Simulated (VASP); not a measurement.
# Mg2Ge (Fm-3m) in VASP: band structure with PBEsol

Aim: the band structure of Mg2Ge with PBEsol.

Program: VASP 6.6.1. These are calculated values, not measurements. Logs are shortened: lines on timing, memory, paths and dates and some standing lists are left out, and cuts for length are marked.

## (1) Starting point

The structure is cubic, space group Fm-3m (No. 225). The conventional cell has a = 6.360 Å, b = 6.360 Å, c = 6.360 Å, α = 90.00°, β = 90.00°, γ = 90.00°. Ge (site symmetry m-3m) is surrounded by 8 Mg at 2.75 Å. Mg (site symmetry -43m) has 4 Ge at 2.75 Å as nearest neighbours.

The cell was built by a generator and needn't be a form met in nature.

## (2) Band structure, PBEsol

INCAR

```
SYSTEM = Mg2Ge
ALGO = Fast
EDIFF = 1E-6
ENCUT = 520
GGA = PS
ISIF = 2
ISMEAR = 0
LASPH = .TRUE.
LCHARG = .FALSE.
LREAL = .FALSE.
LWAVE = .FALSE.
NBANDS = 16
NELM = 80
PREC = Accurate
SIGMA = 0.02
```

KPOINTS

```
k-points
0
G
  10 10 10
  0 0 0
```

POSCAR

```
Mg2Ge                                   
1.0
   -0.0000000000      3.1799421627      3.1799421627
    3.1799421627      0.0000000000      3.1799421627
    3.1799421627      3.1799421627     -0.0000000000
  Ge              Mg            
     1     2
Direct
     1.0000000000000000    0.0000000000000000    1.0000000000000000
     0.2500000000000000    0.2500000000000000    0.2500000000000000
     0.7500000000000000    0.7500000000000000    0.7500000000000000
```

KPOINTS_OPT

```
path GXWKGLUWLK,UX
15
line-mode
reciprocal
 0.0000000000  0.0000000000  0.0000000000  G
 0.5000000000  0.0000000000  0.5000000000  X

 0.5000000000  0.0000000000  0.5000000000  X
 0.5000000000  0.2500000000  0.7500000000  W

 0.5000000000  0.2500000000  0.7500000000  W
 0.3750000000  0.3750000000  0.7500000000  K

 0.3750000000  0.3750000000  0.7500000000  K
 0.0000000000  0.0000000000  0.0000000000  G

 0.0000000000  0.0000000000  0.0000000000  G
 0.5000000000  0.5000000000  0.5000000000  L

 0.5000000000  0.5000000000  0.5000000000  L
 0.6250000000  0.2500000000  0.6250000000  U

 0.6250000000  0.2500000000  0.6250000000  U
 0.5000000000  0.2500000000  0.7500000000  W

 0.5000000000  0.2500000000  0.7500000000  W
 0.5000000000  0.5000000000  0.5000000000  L

 0.5000000000  0.5000000000  0.5000000000  L
 0.3750000000  0.3750000000  0.7500000000  K

 0.6250000000  0.2500000000  0.6250000000  U
 0.5000000000  0.0000000000  0.5000000000  X
```

Potentials or basis: VASP PAW PBE potentials, release 64 (Ge_d, Mg).

Launch:

```
$ cat potpaw_PBE.64/Ge_d/POTCAR potpaw_PBE.64/Mg/POTCAR > POTCAR
$ mpirun -np 1 vasp_std > vasp.out
```

OUTCAR:

```text
SYSTEM = Mg2Ge
   EDIFF = 1E-6
   ENCUT = 520
   GGA = PS
   ISIF = 2
   ISMEAR = 0
   LASPH = .TRUE.
   LREAL = .FALSE.
   NELM = 80
   PREC = Accurate

 ion  position               nearest neighbor table
   1  0.000  0.000  0.000-   3 2.75   3 2.75   3 2.75   2 2.75   3 2.75   2 2.75   2 2.75   2 2.75

   2  0.250  0.250  0.250-   1 2.75   1 2.75   1 2.75   1 2.75   3 3.18   3 3.18   3 3.18   3 3.18
                             3 3.18   3 3.18
   3  0.750  0.750  0.750-   1 2.75   1 2.75   1 2.75   1 2.75   2 3.18   2 3.18   2 3.18   2 3.18
                             2 3.18   2 3.18

  LATTYP: Found a face centered cubic cell.
 ALAT       =     6.3598843254

  Lattice vectors:

 A1 = (   0.0000000000,   3.1799421627,   3.1799421627)
 A2 = (   3.1799421627,   0.0000000000,   3.1799421627)
 A3 = (   3.1799421627,   3.1799421627,   0.0000000000)

Analysis of symmetry for initial positions (statically):
=====================================================================
 Subroutine PRICEL returns:
 Original cell was already a primitive cell.

 Routine SETGRP: Setting up the symmetry group for a
 face centered cubic supercell.

 Subroutine GETGRP returns: Found 48 space group operations
 (whereof 48 operations were pure point group operations)
 out of a pool of 48 trial point group operations.

The static configuration has the point symmetry O_h .

Analysis of symmetry for dynamics (positions and initial velocities):
=====================================================================
 Subroutine PRICEL returns:
 Original cell was already a primitive cell.

 Routine SETGRP: Setting up the symmetry group for a
 face centered cubic supercell.

 Subroutine GETGRP returns: Found 48 space group operations
 (whereof 48 operations were pure point group operations)
 out of a pool of 48 trial point group operations.

The dynamic configuration has the point symmetry O_h .

 Subroutine INISYM returns: Found 48 space group operations
 (whereof 48 operations are pure point group operations),
 and found     1 'primitive' translations

----------------------------------------------------------------------------------------

                                     Primitive cell

  volume of cell :      64.3114

  direct lattice vectors                    reciprocal lattice vectors
     0.000000000  3.179942163  3.179942163    -0.157235564  0.157235564  0.157235564
     3.179942163  0.000000000  3.179942163     0.157235564 -0.157235564  0.157235564
     3.179942163  3.179942163  0.000000000     0.157235564  0.157235564 -0.157235564

  length of vectors
     4.497117334  4.497117334  4.497117334     0.272339986  0.272339986  0.272339986

  position of ions in fractional coordinates (direct lattice)
     0.000000000  0.000000000  0.000000000
     0.250000000  0.250000000  0.250000000
     0.750000000  0.750000000  0.750000000

  ion indices of the primitive-cell ions
   primitive index   ion index
                 1           1
                 2           2
                 3           3

----------------------------------------------------------------------------------------

 KPOINTS: k-points

Automatic generation of k-mesh.
 Grid dimensions read from file:
 generate k-points for:   10   10   10

 Generating k-lattice:

  Cartesian coordinates                     Fractional coordinates (reciprocal lattice)
    -0.015723556  0.015723556  0.015723556     0.100000000  0.000000000  0.000000000
     0.015723556 -0.015723556  0.015723556     0.000000000  0.100000000  0.000000000
     0.015723556  0.015723556 -0.015723556     0.000000000  0.000000000  0.100000000

  Length of vectors
     0.027233999  0.027233999  0.027233999

  Shift w.r.t. Gamma in fractional coordinates (k-lattice)
     0.000000000  0.000000000  0.000000000

 Subroutine IBZKPT returns following result:
 ===========================================

 Found     47 irreducible k-points:

 Following reciprocal coordinates:
            Coordinates               Weight
  0.000000  0.000000  0.000000      1.000000
  0.100000  0.000000  0.000000      8.000000
  0.200000  0.000000  0.000000      8.000000
  0.300000  0.000000  0.000000      8.000000
  0.400000  0.000000  0.000000      8.000000
  0.500000  0.000000  0.000000      4.000000
[... 16 lines left out ...]
  0.300000  0.300000  0.000000      6.000000
  0.400000  0.300000  0.000000     24.000000
 [... further k-points ...]
   k-points           NKPTS =     47   k-points in BZ     NKDIM =     47   number of bands    NBANDS=     16
   number of dos      NEDOS =    301   number of ions     NIONS =      3
   total plane-waves  NPLWV =  46656
   dimension x,y,z NGX =    36 NGY =   36 NGZ =   36
   dimension x,y,z NGXF=    72 NGYF=   72 NGZF=   72
   ions per type =               1   2
   NGX,Y,Z   is equivalent  to a cutoff of  13.31, 13.31, 13.31 a.u.
   NGXF,Y,Z  is equivalent  to a cutoff of  26.62, 26.62, 26.62 a.u.
 SYSTEM =  Mg2Ge
   PREC   = accura    normal or accurate (medium, high low for compatibility)
   ISTART =      0    job   : 0-new  1-cont  2-samecut
   ICHARG =      2    charge: 1-file 2-atom 10-const
   ISPIN  =      1    spin polarized calculation?
   LNONCOLLINEAR =      F non collinear calculations
   LSORBIT =      F    spin-orbit coupling
   LASPH  =      T    aspherical Exc in radial PAW
   ENCUT  =  520.0 eV  38.22 Ry    6.18 a.u.   8.36  8.36  8.36*2*pi/ulx,y,z
   NELM   =     80;   NELMIN=  2; NELMDL= -5     # of ELM steps
   EDIFF  = 0.1E-05   stopping-criterion for ELM
   LREAL  =      F    real-space projection
   EDIFFG = 0.1E-04   stopping-criterion for IOM
   NSW    =      0    number of steps for IOM
   IBRION =     -1    ionic relax: 0-MD 1-quasi-New 2-CG
   NFREE  =      0    steps in history (QN), initial steepest desc. (CG)
   ISIF   =      2    stress and relaxation
   ISYM   =      2    0-nonsym 1-usesym 2-fastsym
   POTIM  = 0.5000    time-step for ionic-motion
   TEBEG  =    0.0;   TEEND  =   0.0 temperature during run
   PSTRESS=    0.0 pullay stress
   NELECT =      18.0000    total number of electrons
   NUPDOWN=      -1.0000    fix difference up-down
   EMIN   =  10.00;   EMAX   =-10.00  energy-range for DOS
   EFERMI =   0.00;   METHOD = LEGACY
   ISMEAR =     0;   SIGMA  =   0.02  broadening in eV -4-tet -1-fermi 0-gaus
   EFERMI_NEDOS =   21; number of points for ismear=-14 and -15
   IALGO  =     68    algorithm
   IMIX   =      4    mixing-type and parameters
     AMIX     =   0.40;   BMIX     =  1.00
     AMIX_MAG =   1.60;   BMIX_MAG =  1.00
  volume/ion in A,a.u.               =      21.44       144.66
  Fermi-wavevector in a.u.,A,eV,Ry     =   1.070869  2.023649 15.602630  1.146761
  Thomas-Fermi vector in A             =   2.206592
   LORBIT       =      0    0 simple, 1 ext, 2 COOP (PROOUT), +10 PAW based schemes
   GGA     = PS    functional components
   LHFCALC =     F    Hartree Fock is set to
   AEXX    =    0.0000 exact exchange contribution
   IVDW    =     0    specifies the selected vdW correction
   LEPSILON=     F    determine dielectric tensor
   LRPA    =     F    only Hartree local field effects (RPA)
 non-spin polarized calculation
 RMM-DIIS sequential band-by-band and
 Gauss-broadening in eV      SIGMA  =   0.02
  energy-cutoff  :      520.00
  volume of cell :       64.31
 maximum number of plane-waves:      1759
 NGX is ok and might be reduce to    36
   NGX = 17   NGY = 17   NGZ = 17

 number of electron      18.0000006 magnetization

 Free energy of the ion-electron system (eV)
  ---------------------------------------------------
  ext. energy  EPLUGINS =         0.00000000
  ---------------------------------------------------
  free energy    TOTEN  =        -9.24529626 eV

  energy without entropy =       -9.24529494  energy(sigma->0) =       -9.24529560

 E-fermi :   3.5459     XC(G=0):  -9.2266

 val. band max:        3.5061868735   @ k =   0.0000   0.0000   0.0000
 cond. band min:       3.5855342139   @ k =   0.5000   0.5000   0.0000
 fundamental gap:      0.0793473404
 Fermi energy:         3.5458599026

 k-point     1 :       0.0000    0.0000    0.0000
  band No.  band energies     occupation
      1     -20.1278      2.00000
      2     -20.1278      2.00000
      3     -20.1278      2.00000
      4     -20.1089      2.00000
      5     -20.1089      2.00000
      6      -6.2962      2.00000
[... 8 lines left out ...]
     15       9.6368      0.00000
     16       9.7830      0.00000

 k-point     2 :       0.1000    0.0000    0.0000
  band No.  band energies     occupation
      1     -20.1278      2.00000
      2     -20.1277      2.00000
      3     -20.1277      2.00000
      4     -20.1089      2.00000
      5     -20.1089      2.00000
      6      -6.2119      2.00000
[... 8 lines left out ...]
     15       8.9905      0.00000
     16      10.1091      0.00000

 k-point     3 :       0.2000    0.0000    0.0000
  band No.  band energies     occupation
      1     -20.1277      2.00000
      2     -20.1274      2.00000
      3     -20.1274      2.00000
      4     -20.1088      2.00000
      5     -20.1088      2.00000
      6      -5.9692      2.00000
[... 8 lines left out ...]
     15       8.6090      0.00000
     16       9.6224      0.00000

 k-point     4 :       0.3000    0.0000    0.0000
  band No.  band energies     occupation
      1     -20.1277      2.00000
      2     -20.1270      2.00000
      3     -20.1270      2.00000
      4     -20.1088      2.00000
      5     -20.1088      2.00000
      6      -5.6068      2.00000
[... 8 lines left out ...]
     15       9.2068      0.00000
     16       9.6212      0.00000

 k-point     5 :       0.4000    0.0000    0.0000
  band No.  band energies     occupation
      1     -20.1276      2.00000
      2     -20.1268      2.00000
      3     -20.1268      2.00000
      4     -20.1087      2.00000
      5     -20.1087      2.00000
      6      -5.2272      2.00000
[... 8 lines left out ...]
     15      10.4074      0.00000
     16      10.9231      0.00000

 k-point     6 :       0.5000    0.0000    0.0000
  band No.  band energies     occupation
      1     -20.1276      2.00000
      2     -20.1267      2.00000
      3     -20.1267      2.00000
      4     -20.1087      2.00000
      5     -20.1087      2.00000
      6      -5.0461      2.00000
[... 8 lines left out ...]
     15      11.5970      0.00000
     16      11.9454      0.00000
[... 267 lines left out ...]
 k-point    21 :      -0.3000    0.2000    0.0000
  band No.  band energies     occupation
      1     -20.1273      2.00000
      2     -20.1269      2.00000
      3     -20.1266      2.00000
      4     -20.1087      2.00000
      5     -20.1087      2.00000
      6      -5.1249      2.00000
[... 8 lines left out ...]
     15      11.0064      0.00000
     16      11.5739      0.00000

 k-point    22 :      -0.2000    0.2000    0.0000
  band No.  band energies     occupation
      1     -20.1276      2.00000
      2     -20.1270      2.00000
      3     -20.1269      2.00000
      4     -20.1089      2.00000
      5     -20.1087      2.00000
      6      -5.4834      2.00000
[... 8 lines left out ...]
     15      11.5110      0.00000
     16      11.5273      0.00000

 k-point    23 :       0.3000    0.3000    0.0000
  band No.  band energies     occupation
      1     -20.1286      2.00000
      2     -20.1263      2.00000
      3     -20.1263      2.00000
      4     -20.1094      2.00000
      5     -20.1081      2.00000
      6      -5.3690      2.00000
[... 8 lines left out ...]
     15      10.8678      0.00000
     16      12.8222      0.00000

 k-point    24 :       0.4000    0.3000    0.0000
  band No.  band energies     occupation
      1     -20.1286      2.00000
      2     -20.1260      2.00000
      3     -20.1260      2.00000
      4     -20.1095      2.00000
      5     -20.1080      2.00000
      6      -5.0674      2.00000
[... 8 lines left out ...]
     15      11.6818      0.00000
     16      12.8586      0.00000

 [... further k-points ...]

------------------------ aborting loop because EDIFF is reached ----------------------------------------

  FORCE on cell =-STRESS in cart. coord.  units (eV):
  Direction    XX          YY          ZZ          XY          YZ          ZX
  --------------------------------------------------------------------------------------
  -------------------------------------------------------------------------------------
  Total        0.0031087      0.0031087      0.0031087      0.0000000      0.0000000      0.0000000
  in kB        0.0774472      0.0774472      0.0774472      0.0000000      0.0000000      0.0000000
  external PRESSURE =       0.0774472 kB  Pullay stress =       0.0000000 kB

 VOLUME and BASIS-vectors are now :
 -----------------------------------------------------------------------------
  energy-cutoff  :      520.00
  volume of cell :       64.31
      direct lattice vectors                 reciprocal lattice vectors
     0.000000000  3.179942163  3.179942163    -0.157235564  0.157235564  0.157235564
     3.179942163  0.000000000  3.179942163     0.157235564 -0.157235564  0.157235564
     3.179942163  3.179942163  0.000000000     0.157235564  0.157235564 -0.157235564

 POSITION                                       TOTAL-FORCE (eV/Angst)
 -----------------------------------------------------------------------------------
      0.00000      0.00000      0.00000        -0.000000     -0.000000     -0.000000
      1.58997      1.58997      1.58997        -0.000000     -0.000000      0.000000
      4.76991      4.76991      4.76991         0.000000      0.000000     -0.000000
 -----------------------------------------------------------------------------------
    total drift:                               -0.000000      0.000000      0.000000

  FREE ENERGIE OF THE ION-ELECTRON SYSTEM (eV)
  ---------------------------------------------------
  free  energy   TOTEN  =        -9.2452962593 eV

  energy  without entropy=       -9.2452949361  energy(sigma->0) =       -9.24529560
```

Wall time 55 s (1 thread of Intel Xeon 6975P-C (Granite Rapids), shared host); peak memory 0.25 GiB.

Results:

* Free energy: -9.2453 eV
* Pressure: 0.0 GPa
* Band gap on the k mesh: 0.08 eV, indirect (least direct gap 1.05 eV)
* Band gap along the path: 0.08 eV, indirect (least direct gap 1.05 eV)

Levels at the corners of the path, in eV from the valence-band top:
| point | band 5 | band 6 | band 7 | band 8 | band 9 | band 10 | band 11 | band 12 | band 13 | band 14 |
| --- | --- | --- | --- | --- | --- | --- | --- | --- | --- | --- |
| Γ | -23.62 | -9.80 | 0.00 | 0.00 | 0.00 | 1.05 | 2.85 | 2.85 | 2.85 | 6.13 |
| X | -23.61 | -8.09 | -4.55 | -2.03 | -2.03 | 0.08 | 0.59 | 7.93 | 7.93 | 8.89 |
| X | -23.61 | -8.09 | -4.55 | -2.03 | -2.03 | 0.08 | 0.59 | 7.93 | 7.93 | 8.89 |
| W | -23.61 | -8.06 | -3.69 | -3.69 | -2.74 | 2.74 | 3.74 | 3.83 | 3.83 | 8.48 |
| W | -23.61 | -8.06 | -3.69 | -3.69 | -2.74 | 2.74 | 3.74 | 3.83 | 3.83 | 8.48 |
| K | -23.61 | -8.11 | -4.12 | -3.54 | -1.69 | 0.69 | 3.14 | 6.06 | 6.11 | 6.42 |
| K | -23.61 | -8.11 | -4.12 | -3.54 | -1.69 | 0.69 | 3.14 | 6.06 | 6.11 | 6.42 |
| Γ | -23.62 | -9.80 | 0.00 | 0.00 | 0.00 | 1.05 | 2.85 | 2.85 | 2.85 | 6.13 |
| Γ | -23.62 | -9.80 | 0.00 | 0.00 | 0.00 | 1.05 | 2.85 | 2.85 | 2.85 | 6.13 |
| L | -23.62 | -8.55 | -4.89 | -0.74 | -0.74 | 1.05 | 2.76 | 2.76 | 4.79 | 8.09 |
| L | -23.62 | -8.55 | -4.89 | -0.74 | -0.74 | 1.05 | 2.76 | 2.76 | 4.79 | 8.09 |
| U | -23.61 | -8.11 | -4.12 | -3.54 | -1.69 | 0.69 | 3.14 | 6.06 | 6.11 | 6.42 |
| U | -23.61 | -8.11 | -4.12 | -3.54 | -1.69 | 0.69 | 3.14 | 6.06 | 6.11 | 6.42 |
| W | -23.61 | -8.06 | -3.69 | -3.69 | -2.74 | 2.74 | 3.74 | 3.83 | 3.83 | 8.48 |
| W | -23.61 | -8.06 | -3.69 | -3.69 | -2.74 | 2.74 | 3.74 | 3.83 | 3.83 | 8.48 |
| L | -23.62 | -8.55 | -4.89 | -0.74 | -0.74 | 1.05 | 2.76 | 2.76 | 4.79 | 8.09 |
| L | -23.62 | -8.55 | -4.89 | -0.74 | -0.74 | 1.05 | 2.76 | 2.76 | 4.79 | 8.09 |
| K | -23.61 | -8.11 | -4.12 | -3.54 | -1.69 | 0.69 | 3.14 | 6.06 | 6.11 | 6.42 |
| U | -23.61 | -8.11 | -4.12 | -3.54 | -1.69 | 0.69 | 3.14 | 6.06 | 6.11 | 6.42 |
| X | -23.61 | -8.09 | -4.55 | -2.03 | -2.03 | 0.08 | 0.59 | 7.93 | 7.93 | 8.89 |

Caveat: the PAW data sets were made with another functional, which shifts forces and pressure a little.
